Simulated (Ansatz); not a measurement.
## A vibration from a frozen displacement in SiC

These are results of Ansatz 0.2.0, DFT LDA, scalar-relativistic, plane waves, PAW, not measurements. The runs took a 420 eV cutoff, a Γ-centred 12×12×12 mesh and Gaussian smearing (0.05 eV). No spin polarisation. Energies are free energies at this smearing, counted from the undisturbed cell; pressure is positive in compression.

The undisturbed cell (as given, not relaxed at this level; it stands at -2.9 GPa):

```yaml
crystal:
  lattice:
    - [0.00000, 2.17400, 2.17400]
    - [2.17400, 0.00000, 2.17400]
    - [2.17400, 2.17400, 0.00000]
  atoms:
    - { symbol: Si, position: [0.00000, 0.00000, 0.00000] }
    - { symbol: C, position: [0.75000, 0.75000, 0.75000] }
```

Every Si atom is moved by x along the Cartesian unit vector (0.000, -0.707, -0.707); the cell and all other atoms stay fixed. The cell's volume is 20.55 Å³; the moved atoms weigh 28.085 u together and the others 12.011 u. Some rows repeat others by symmetry and weren't run.

| x (Å) | ΔE (meV/cell) | total force on the moved atoms along the move (eV/Å) | pressure (GPa) |
| --- | --- | --- | --- |
| -0.5000 | 2611.34 | 11.2993 | 31.7570 |
| -0.4375 | 1960.82 | 9.5440 | 22.9104 |
| -0.3750 | 1415.42 | 7.9238 | 15.5546 |
| -0.3125 | 967.89 | 6.4154 | 9.5909 |
| -0.2500 | 611.40 | 5.0070 | 4.9079 |
| -0.1250 | 150.12 | 2.4166 | -1.0418 |
| 0.0000 | 0.00 | 0.0000 | -2.9435 |
| 0.1250 | 150.12 | -2.4166 | -1.0418 |
| 0.2500 | 611.40 | -5.0070 | 4.9079 |
| 0.3125 | 967.89 | -6.4154 | 9.5909 |
| 0.3750 | 1415.42 | -7.9238 | 15.5546 |
| 0.4375 | 1960.82 | -9.5440 | 22.9104 |
| 0.5000 | 2611.34 | -11.2993 | 31.7570 |

Problem. What frequency belongs to this motion?

Solution. The force constant is k = −dF/dx = 19.333 eV/Å², from the parabola through x = -0.1250, 0 and 0.1250. In every cell the moved atoms swing against the rest, so the mass is μ = m₁m₂/(m₁ + m₂) = 8.413 u, and ν̃ = 521.5 cm⁻¹ × √(|k|/μ) = 791 cm⁻¹, at this cell's pressure of -2.9 GPa. The pattern needn't be a normal mode: ν̃² is then a weighted mean of the squared nonzero frequencies at the zone centre of this cell, taken without macroscopic field, so it lies between the lowest and the highest of them.

Problem. How far does the harmonic law reach?

Solution. At x = -0.500 Å, kx²/2 = 2416.61 meV against the computed 2611.34 meV (+8.1 %): the well stiffens in this direction at large amplitude.

Problem. The pressure changes with x². What does that say about the frequency under compression?

Solution. With E = k(V)x²/2, k ∝ V^(−2γ) and x scaling with the cell as V^(1/3), P − P0 = −∂E/∂V = (2γ − 2/3) ΔE/V. At x = 0.2500 Å, V(P − P0) = 20.55 × 7.85142 / 160.2 eV = 1007.04 meV and ΔE = 611.40 meV, so γ = 1/3 + V(P − P0)/(2ΔE) = 1.16. This is the Grüneisen parameter of the motion under uniform scaling of the cell: shrinking the cell evenly by 1 % in volume raises the frequency by about 1.16 %.

The gap closes along the scan, which can put kinks into the curve.

The 791 cm⁻¹ belongs to a true normal mode: in zinc-blende SiC, with two atoms per primitive cell, cubic symmetry makes the zone-centre optical vibration threefold degenerate when no macroscopic field acts. It is therefore the transverse optical frequency, and it lies close to the well-known Raman line. Strong, directional Si–C bonds and the light carbon atom, which dominates the reduced mass, place it this high. The longitudinal branch lies higher, because the polar bonds add a restoring field that this calculation leaves out.

Along this direction the move shortens one bond and lengthens the opposite one, so odd terms cancel and the well is symmetric. The remaining stiffening probably arises because repulsion in the compressed bond outweighs the softening of the stretched one. It is already present at small amplitude, so the finite-step force constant slightly overestimates the harmonic limit. The positive Grüneisen parameter acts the other way: relaxing this stretched cell to zero pressure would raise the frequency.
